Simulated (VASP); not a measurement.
# Se (P3_121) in VASP: notebook, part 2 of 2

VASP 6.6.1. The steps go on from the part before.

### Step 4. Relaxation of cell and atoms, LDA

File INCAR:

```
PREC = Accurate ; ENCUT = 600
EDIFF = 1E-6 ; ISMEAR = 0
SIGMA = 0.03 ; LREAL = F
LASPH = T ; NELM = 80
ALGO = Normal ; ISIF = 3
LWAVE = F ; LCHARG = F
IBRION = 2 ; NSW = 90
EDIFFG = -0.01
```

File KPOINTS:

```
regular mesh
0
Gamma
  9 9 6
```

File POSCAR:

```
Se
1.0
    4.3662000000      0.0000000000      0.0000000000
   -2.1831000000      3.7812401180      0.0000000000
    0.0000000000      0.0000000000      4.9536000000
Se
3
Direct
    0.2254000000      0.0000000000      0.3333333333
    0.0000000000      0.2254000000      0.6666666667
    0.7746000000      0.7746000000      0.0000000000
```

Potentials or basis: VASP PAW LDA potentials, release 64 (Se).

The run is started by

```sh
$ cat potpaw_LDA.64/Se/POTCAR > POTCAR
$ mpirun -np 1 vasp_std > vasp.out
```

OUTCAR:

```text
PREC = Accurate
   ENCUT = 600
   EDIFF = 1E-6
   ISMEAR = 0
   LREAL = F
   LASPH = T
   NELM = 80
   ISIF = 3
   IBRION = 2
   NSW = 90
   EDIFFG = -0.01

 ion  position               nearest neighbor table
   1  0.225  0.000  0.333-   3 2.37   2 2.37
   2  0.000  0.225  0.667-   3 2.37   1 2.37
   3  0.775  0.775  0.000-   2 2.37   1 2.37

  LATTYP: Found a hexagonal cell.
 ALAT       =     4.3662000000
 C/A-ratio  =     1.1345334616

  Lattice vectors:

 A1 = (   4.3662000000,   0.0000000000,   0.0000000000)
 A2 = (  -2.1831000000,   3.7812401180,   0.0000000000)
 A3 = (   0.0000000000,   0.0000000000,   4.9536000000)

Analysis of symmetry for initial positions (statically):
=====================================================================
 Subroutine PRICEL returns:
 Original cell was already a primitive cell.

 Routine SETGRP: Setting up the symmetry group for a
 hexagonal supercell.

 Subroutine GETGRP returns: Found  6 space group operations
 (whereof  2 operations were pure point group operations)
 out of a pool of 24 trial point group operations.

The static configuration has the point symmetry C_2 .
 The point group associated with its full space group is D_3 .

Analysis of symmetry for dynamics (positions and initial velocities):
=====================================================================
 Subroutine PRICEL returns:
 Original cell was already a primitive cell.

 Routine SETGRP: Setting up the symmetry group for a
 hexagonal supercell.

 Subroutine GETGRP returns: Found  6 space group operations
 (whereof  2 operations were pure point group operations)
 out of a pool of 24 trial point group operations.

The dynamic configuration has the point symmetry C_2 .
 The point group associated with its full space group is D_3 .

 Subroutine INISYM returns: Found  6 space group operations
 (whereof  2 operations are pure point group operations),
 and found     1 'primitive' translations

[... 117 lines left out ...]
  volume/ion in A,a.u.               =      27.26       183.96
  Fermi-wavevector in a.u.,A,eV,Ry     =   0.988430  1.867862 13.292817  0.976995
  Thomas-Fermi vector in A             =   2.119956
   LORBIT       =      0    0 simple, 1 ext, 2 COOP (PROOUT), +10 PAW based schemes
   GGA     = CA    functional components
   LHFCALC =     F    Hartree Fock is set to
   AEXX    =    0.0000 exact exchange contribution
   IVDW    =     0    specifies the selected vdW correction
   LEPSILON=     F    determine dielectric tensor
   LRPA    =     F    only Hartree local field effects (RPA)
 conjugate gradient relaxation of ions
 non-spin polarized calculation
 Gauss-broadening in eV      SIGMA  =   0.03
  energy-cutoff  :      600.00
  volume of cell :       81.78
 maximum number of plane-waves:      2756
 NGX is ok and might be reduce to    36
   NGX = 17   NGY = 17   NGZ = 19

--------------------------------------- Ionic step        1  -------------------------------------------

 number of electron      17.9999999 magnetization

 Free energy of the ion-electron system (eV)
  ---------------------------------------------------
  ext. energy  EPLUGINS =         0.00000000
  ---------------------------------------------------
  free energy    TOTEN  =       -12.32423452 eV

  energy without entropy =      -12.32423452  energy(sigma->0) =      -12.32423452

------------------------ aborting loop because EDIFF is reached ----------------------------------------

  FORCE on cell =-STRESS in cart. coord.  units (eV):
  Direction    XX          YY          ZZ          XY          YZ          ZX
  --------------------------------------------------------------------------------------
  -------------------------------------------------------------------------------------
  Total       -0.7920151     -0.7920151     -0.0514919      0.0000000      0.0000000     -0.0000000
  in kB      -15.5161941    -15.5161941     -1.0087665      0.0000000      0.0000000     -0.0000000
  external PRESSURE =     -10.6803849 kB  Pullay stress =       0.0000000 kB
[... 476 lines left out ...]
      2      -8.2523      2.00000
      3      -6.4055      2.00000
      4      -0.9663      2.00000
      5      -0.2113      2.00000
      6       1.0216      2.00000
      7       2.6992      2.00000
      8       3.6989      2.00000
      9       4.3764      2.00000
     10       6.1604      0.00000
     11       6.8755      0.00000
     12       7.3391      0.00000
     13       9.6929      0.00000

 [... further k-points ...]

[... ionic steps 4 to 14 ...]

--------------------------------------- Ionic step       15  -------------------------------------------

 number of electron      18.0000000 magnetization

------------------------ aborting loop because EDIFF is reached ----------------------------------------
[... 462 lines left out ...]
--------------------------------------- Ionic step       17  -------------------------------------------

 number of electron      18.0000000 magnetization

 Free energy of the ion-electron system (eV)
  ---------------------------------------------------
  ext. energy  EPLUGINS =         0.00000000
  ---------------------------------------------------
  free energy    TOTEN  =       -12.47830081 eV

  energy without entropy =      -12.47830081  energy(sigma->0) =      -12.47830081

 E-fermi :   4.5995     XC(G=0): -10.0107

 val. band max:        4.4514149494   @ k =   0.3333   0.3333   0.5000
 cond. band min:       4.7248596178   @ k =   0.3333   0.3333   0.5000
 fundamental gap:      0.2734446684
 Fermi energy:         4.5994530138
[... 414 lines left out ...]
  FREE ENERGIE OF THE ION-ELECTRON SYSTEM (eV)
  ---------------------------------------------------
  free  energy   TOTEN  =       -12.4783008092 eV

  energy  without entropy=      -12.4783008092  energy(sigma->0) =      -12.47830081

 reached required accuracy - stopping structural energy minimisation
```

CONTCAR:

```text
Se
   1.00000000000000
     3.9466751603050274   -0.0000000000000000   -0.0000000000000000
    -1.9733375801525137    3.4179209493065996    0.0000000000000000
     0.0000000000000000   -0.0000000000000000    5.1230249188977623
  Se
     3
Direct
     0.2562888783130713    0.0000000000000000    0.3333333332999970
     0.0000000000000006    0.2562888783130730    0.6666666667000030
     0.7437111216869278    0.7437111216869272    0.0000000000000000

  0.00000000E+00  0.00000000E+00  0.00000000E+00
  0.00000000E+00  0.00000000E+00  0.00000000E+00
  0.00000000E+00  0.00000000E+00  0.00000000E+00
```

It took 3.1 min on 1 thread of Intel Xeon 6975P-C (Granite Rapids), shared host; peak memory 0.23 GiB.

Results:

* Free energy: -12.4783 eV
* Relaxed volume: 23.04 Å³/atom
* Relaxed cell: a = 3.947 Å, b = 3.947 Å, c = 5.123 Å, α = 90.00°, β = 90.00°, γ = 120.00°
* Space group after relaxing (to 0.05 Å): P3_121 (No. 152)
* Energy gained by relaxing: 51.4 meV/atom
* Ionic steps: 17
* Pressure after relaxing: 0.0 GPa
* Band gap on the k mesh: 0.27 eV, direct

Step by step:
```csv
step,energy change (eV),largest force (eV/Å),pressure (GPa),volume (Å³)
1,0.0000,0.2630,-1.07,81.78
2,-0.0285,0.3225,-0.58,79.65
3,-0.0840,0.5164,1.66,73.42
4,0.0882,0.8799,11.28,61.76
5,-0.0778,0.6500,2.81,71.88
6,-0.0866,0.6023,2.66,71.59
7,-0.1091,0.4715,2.33,70.73
8,-0.1371,0.2563,1.91,68.99
9,-0.1308,0.0293,2.17,65.50
10,-0.1440,0.1142,1.90,67.39
11,-0.1499,0.0696,1.15,68.15
12,-0.1532,0.0180,-0.18,69.63
13,-0.1533,0.0030,0.04,69.38
14,-0.1533,0.0005,0.07,69.34
15,-0.1535,0.0005,0.06,69.31
16,-0.1538,0.0008,0.05,69.25
17,-0.1541,0.0011,0.01,69.11
```

Final structure:
```
CELL_PARAMETERS angstrom
3.94668 0.00000 0.00000
-1.97334 3.41792 0.00000
0.00000 0.00000 5.12302
ATOMIC_POSITIONS crystal
Se 0.25629 0.00000 0.33333
Se 0.00000 0.25629 0.66667
Se 0.74371 0.74371 0.00000
```

Levels at points of the mesh, in eV from the valence-band top:
```tsv
k point	band 6	band 7	band 8	band 9	band 10	band 11	band 12	band 13
(0.00, 0.00, 0.00)	-3.43	-1.99	-1.99	-0.73	1.30	1.30	1.97	6.17
(0.00, 0.00, 0.50)	-3.18	-1.52	-1.34	-1.34	0.71	0.71	0.72	5.24
```

Caveat: the volume moved by over 15 % at a fixed basis, so the end points are rough; an odd mesh through Γ misses points on the zone boundary, where band edges often lie; the volume moved by -15 % from the deposited cell, more than functionals usually miss.

### Step 5. Relaxation of cell and atoms, LDA

This run uses another cell than the first one, of 23.04 Å³/atom, 0.845 times its volume.

File INCAR:

```
PREC = Accurate ; ENCUT = 600
EDIFF = 1E-7 ; ISMEAR = 0
SIGMA = 0.03 ; LREAL = F
LASPH = T ; NELM = 80
ALGO = Normal ; ISIF = 3
LWAVE = F ; LCHARG = F
IBRION = 2 ; NSW = 90
EDIFFG = -0.005
```

KPOINTS is that of step 4.

File POSCAR:

```
Se                                      
1.0
    3.9466751603     -0.0000000000     -0.0000000000
   -1.9733375802      3.4179209493      0.0000000000
    0.0000000000     -0.0000000000      5.1230249189
  Se            
     3
Direct
     0.2562888783130713    0.0000000000000000    0.3333333332999970
     0.0000000000000006    0.2562888783130730    0.6666666667000030
     0.7437111216869278    0.7437111216869272    0.0000000000000000
```

Potentials or basis: VASP PAW LDA potentials, release 64 (Se).

The run is started by

```sh
$ cat potpaw_LDA.64/Se/POTCAR > POTCAR
$ mpirun -np 1 vasp_std > vasp.out
```

OUTCAR:

```text
PREC = Accurate
   ENCUT = 600
   EDIFF = 1E-7
   ISMEAR = 0
   LREAL = F
   LASPH = T
   NELM = 80
   ISIF = 3
   IBRION = 2
   NSW = 90
   EDIFFG = -0.005

 ion  position               nearest neighbor table
   1  0.256  0.000  0.333-   3 2.45   2 2.45
   2  0.000  0.256  0.667-   3 2.45   1 2.45
   3  0.744  0.744  0.000-   1 2.45   2 2.45

  LATTYP: Found a hexagonal cell.
 ALAT       =     3.9466751603
 C/A-ratio  =     1.2980609528

  Lattice vectors:

 A1 = (   3.9466751603,   0.0000000000,   0.0000000000)
 A2 = (  -1.9733375802,   3.4179209493,   0.0000000000)
 A3 = (   0.0000000000,   0.0000000000,   5.1230249189)

Analysis of symmetry for initial positions (statically):
=====================================================================
 Subroutine PRICEL returns:
 Original cell was already a primitive cell.

 Routine SETGRP: Setting up the symmetry group for a
 hexagonal supercell.

 Subroutine GETGRP returns: Found  6 space group operations
 (whereof  2 operations were pure point group operations)
 out of a pool of 24 trial point group operations.

The static configuration has the point symmetry C_2 .
 The point group associated with its full space group is D_3 .

Analysis of symmetry for dynamics (positions and initial velocities):
=====================================================================
 Subroutine PRICEL returns:
 Original cell was already a primitive cell.

 Routine SETGRP: Setting up the symmetry group for a
 hexagonal supercell.

 Subroutine GETGRP returns: Found  6 space group operations
 (whereof  2 operations were pure point group operations)
 out of a pool of 24 trial point group operations.

The dynamic configuration has the point symmetry C_2 .
 The point group associated with its full space group is D_3 .

 Subroutine INISYM returns: Found  6 space group operations
 (whereof  2 operations are pure point group operations),
 and found     1 'primitive' translations
[... 174 lines left out ...]
    total drift:                                0.000000      0.000000     -0.000000

  FREE ENERGIE OF THE ION-ELECTRON SYSTEM (eV)
  ---------------------------------------------------
  free  energy   TOTEN  =       -12.4777581332 eV

  energy  without entropy=      -12.4777581332  energy(sigma->0) =      -12.47775813

--------------------------------------- Ionic step        2  -------------------------------------------

 number of electron      18.0000001 magnetization

 Free energy of the ion-electron system (eV)
  ---------------------------------------------------
  ext. energy  EPLUGINS =         0.00000000
  ---------------------------------------------------
  free energy    TOTEN  =       -12.47776218 eV

  energy without entropy =      -12.47776218  energy(sigma->0) =      -12.47776218

 E-fermi :   4.5980     XC(G=0): -10.0097

 val. band max:        4.4478281213   @ k =   0.3333   0.3333   0.5000
 cond. band min:       4.7186863811   @ k =   0.3333   0.3333   0.5000
 fundamental gap:      0.2708582598
 Fermi energy:         4.5980008721

 k-point     1 :       0.0000    0.0000    0.0000
  band No.  band energies     occupation
      1     -11.9079      2.00000
      2      -7.7193      2.00000
      3      -7.7193      2.00000
      4       0.6874      2.00000
      5       1.0231      2.00000
      6       1.0231      2.00000
      7       2.4629      2.00000
      8       2.4629      2.00000
      9       3.7246      2.00000
     10       5.7507      0.00000
     11       5.7507      0.00000
     12       6.4213      0.00000
     13      10.6225      0.00000
[... 354 lines left out ...]
  band No.  band energies     occupation
      1     -11.1660      2.00000
      2      -8.7342      2.00000
      3      -6.9488      2.00000
      4      -1.2945      2.00000
      5      -0.6603      2.00000
      6       0.5591      2.00000
      7       2.1340      2.00000
      8       3.0224      2.00000
      9       3.7267      2.00000
     10       5.5816      0.00000
     11       6.3322      0.00000
     12       6.7056      0.00000
     13       9.3113      0.00000

 [... further k-points ...]
[... 5 lines left out ...]
  --------------------------------------------------------------------------------------
  -------------------------------------------------------------------------------------
  Total       -0.0091600     -0.0091600      0.0010740      0.0000000      0.0000000     -0.0000000
  in kB       -0.2123111     -0.2123111      0.0248932      0.0000000      0.0000000     -0.0000000
  external PRESSURE =      -0.1332430 kB  Pullay stress =       0.0000000 kB

 VOLUME and BASIS-vectors are now :
 -----------------------------------------------------------------------------
  energy-cutoff  :      600.00
  volume of cell :       69.12
      direct lattice vectors                 reciprocal lattice vectors
     3.946545495  0.000000000  0.000000000     0.253386158  0.146292566 -0.000000000
    -1.973272748  3.417808656 -0.000000000    -0.000000000  0.292585133  0.000000000
     0.000000000  0.000000000  5.124684418    -0.000000000  0.000000000  0.195133967

 POSITION                                       TOTAL-FORCE (eV/Angst)
 -----------------------------------------------------------------------------------
     -0.96186      3.41781      1.70823        -0.002306     -0.000000     -0.000000
     -0.50571      0.87591      3.41646         0.001153     -0.001997      0.000000
      1.46756      2.54190      5.12468         0.001153      0.001997      0.000000
 -----------------------------------------------------------------------------------
    total drift:                                0.000000      0.000000     -0.000000

  FREE ENERGIE OF THE ION-ELECTRON SYSTEM (eV)
  ---------------------------------------------------
  free  energy   TOTEN  =       -12.4777621811 eV

  energy  without entropy=      -12.4777621811  energy(sigma->0) =      -12.47776218

 reached required accuracy - stopping structural energy minimisation
```

OSZICAR:

```text
N       E                     dE             d eps       ncg     rms          rms(c)
DAV:   1     0.903767389885E+02    0.90377E+02   -0.82068E+03  1612   0.132E+03
DAV:   2    -0.614362411713E+01   -0.96520E+02   -0.92405E+02  2136   0.189E+02
DAV:   3    -0.125001065481E+02   -0.63565E+01   -0.62944E+01  1992   0.546E+01
DAV:   4    -0.125632659434E+02   -0.63159E-01   -0.63053E-01  1772   0.630E+00
DAV:   5    -0.125637657745E+02   -0.49983E-03   -0.49979E-03  1997   0.537E-01    0.762E+00
DAV:   6    -0.125013164724E+02    0.62449E-01   -0.32773E-02  1707   0.129E+00    0.466E+00
DAV:   7    -0.124786275910E+02    0.22689E-01   -0.61292E-02  1737   0.170E+00    0.186E-01
DAV:   8    -0.124777368694E+02    0.89072E-03   -0.89528E-03  1637   0.678E-01    0.113E-01
DAV:   9    -0.124777663840E+02   -0.29515E-04   -0.25749E-04  1917   0.127E-01    0.288E-02
DAV:  10    -0.124777578411E+02    0.85430E-05   -0.33177E-05  1872   0.429E-02    0.677E-03
DAV:  11    -0.124777584354E+02   -0.59432E-06   -0.67797E-06  1842   0.167E-02    0.381E-03
DAV:  12    -0.124777581618E+02    0.27357E-06   -0.82993E-07  1702   0.642E-03    0.125E-03
DAV:  13    -0.124777581332E+02    0.28550E-07   -0.16324E-07   881   0.266E-03
   1 F= -.12477758E+02 E0= -.12477758E+02  d E =-.124778E+02
       N       E                     dE             d eps       ncg     rms          rms(c)
DAV:   1    -0.124777655282E+02   -0.73664E-05   -0.26267E-04  1627   0.101E-01    0.145E-02
DAV:   2    -0.124777632425E+02    0.22858E-05   -0.68611E-06  1832   0.186E-02    0.612E-03
DAV:   3    -0.124777622048E+02    0.10377E-05   -0.21249E-06  1822   0.866E-03    0.139E-03
DAV:   4    -0.124777621811E+02    0.23640E-07   -0.81428E-08   866   0.205E-03
   2 F= -.12477762E+02 E0= -.12477762E+02  d E =-.404789E-05
```

Run time: 24 s. Hardware: 1 thread of Intel Xeon 6975P-C (Granite Rapids), shared host; peak memory 0.2 GiB.

What came out:

```yaml
Free_energy: -12.4778 eV
Relaxed_volume: 23.04 Å³/atom
Relaxed_cell: a = 3.947 Å, b = 3.947 Å, c = 5.125 Å, α = 90.00°, β = 90.00°, γ = 120.00°
Space_group_after_relaxing_to_0.05_Å: P3_121 (No. 152)
Energy_gained_by_relaxing: 0.0 meV/atom
Ionic_steps: 2
Pressure_after_relaxing: 0.0 GPa
Band_gap_on_the_k_mesh: 0.27 eV, direct
```

Forces on the atoms (eV/Å):
```
Se  -0.002  0.000  0.000
Se   0.001 -0.002  0.000
Se   0.001  0.002  0.000
```

Final structure:
```
Se
1.0
     3.94655    0.00000    0.00000
    -1.97327    3.41781    0.00000
     0.00000    0.00000    5.12468
Se
3
Direct
  0.25628 0.00000 0.33333
  0.00000 0.25628 0.66667
  0.74372 0.74372 0.00000
```

Caveat: an odd mesh through Γ misses points on the zone boundary, where band edges often lie.
